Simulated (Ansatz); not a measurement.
# TaN: energy and pressure over a range of volumes

An exercise on one series of results from a longer session: the logs are not shown, and one member is left open.

Computed with Ansatz 0.2.0 (DFT PBEsol, scalar-relativistic, unless a step's input says otherwise).

### The system as given

The structure is hexagonal, space group P6_3/mmc (No. 194). Conventional cell: a = 3.048 Å, b = 3.048 Å, c = 4.918 Å, α = 90.00°, β = 90.00°, γ = 120.00°. Around Ta (site symmetry -3m) lie 6 N at 2.15 Å and 2 Ta at 2.46 Å. Around N (site symmetry -6m2) lie 6 Ta at 2.15 Å.

As a file:

```cif
data_structure
_symmetry_space_group_name_H-M 'P6_3/mmc'
_symmetry_Int_Tables_number 194
_cell_length_a 3.0480
_cell_length_b 3.0480
_cell_length_c 4.9180
_cell_angle_alpha 90.000
_cell_angle_beta 90.000
_cell_angle_gamma 120.000
_cell_volume 39.57
loop_
_atom_site_label
_atom_site_type_symbol
_atom_site_symmetry_multiplicity
_atom_site_Wyckoff_symbol
_atom_site_fract_x
_atom_site_fract_y
_atom_site_fract_z
_atom_site_occupancy
Ta1 Ta 2 a 0.00000 0.00000 0.00000 1
N1 N 2 c 0.33333 0.66667 0.25000 1
```

The file gives the conventional cell by its symmetry; the runs use the cell typed in the input.

The cell comes from a crystallographic database entry that wasn't checked; take it as a given geometry, which may be far from equilibrium.

Atoms are numbered in the order of the input: Ta1, Ta2, N3, N4.

The first run:

input.yaml

```yaml
crystal:
  lattice:
    - [2.9857803976, 0.0, 0.0]
    - [-1.4928901988, 2.5857616744, 0.0]
    - [0.0, 0.0, 4.8176044827]
  atoms:
    - { symbol: Ta, position: [0.0, 0.0, 0.0] }
    - { symbol: Ta, position: [0.0, 0.0, 0.5] }
    - { symbol: "N", position: [0.3333333333, 0.6666666667, 0.25] }
    - { symbol: "N", position: [0.6666666667, 0.3333333333, 0.75] }
kpoints:
  mp_grid: { grid: [11, 11, 6] }
  band_path:
    path:
      - [0.0, 0.0, 0.0]
      - [0.5, 0.0, 0.0]
      - [0.3333333333, 0.3333333333, 0.0]
      - [0.0, 0.0, 0.0]
      - [0.0, 0.0, 0.5]
      - [0.5, 0.0, 0.5]
      - [0.3333333333, 0.3333333333, 0.5]
      - [0.0, 0.0, 0.5]
      - [0.5, 0.0, 0.5]
    npoints: 5
scf:
  occupations: { method: fermi_dirac, width: 0.01 }
hamiltonian:
  xc: pbesol
  pseudopotentials: { kind: all_electron, lapw: { basis_error: 0.001 } }
output:
  forces: true
  stress: true
  eigenvalues: true
```

Run with:

```
> ansatz run input.yaml --threads 1 --pin off --max-ram 4096MiB --backend cpu --events-out ev --progress --plain --runs-dir out
```

Among the steps run: Volume × 0.94, LAPW; Volume × 0.94, PAW; Volume × 0.94, crystal datasets; Volume × 0.98, LAPW; Volume × 0.98, PAW; Volume × 0.98, crystal datasets; Volume × 1.01, LAPW; Volume × 1.01, PAW; Volume × 1.01, crystal datasets; Volume × 1.04, LAPW; Volume × 1.04, PAW; Volume × 1.04, crystal datasets.

One table of the session follows, with a row left open; its other results are not shown here.

```
          method  volume (Å³/atom)  pressure (GPa)
            LAPW             9.299           83.40
            LAPW             9.694           58.50
            LAPW             9.892               ?
            LAPW             9.991           42.79
            LAPW            10.288           29.18
             PAW             9.299           84.50
             PAW             9.694           59.25
             PAW             9.892           48.38
             PAW             9.991           43.33
             PAW            10.288           29.55
crystal datasets             9.299           83.40
crystal datasets             9.694           58.50
crystal datasets             9.892           47.77
crystal datasets             9.991           42.79
crystal datasets            10.288           29.18
```

**Question.** Estimate the row for LAPW, 9.892.

The run gave: pressure (GPa): 47.78. In the column «pressure (GPa)» it lies between crystal datasets, 9.892 (47.77) and PAW, 9.892 (48.38).

To keep in mind: Warnings in the runs' records: gradients without spin orbit, crystal datasets made.
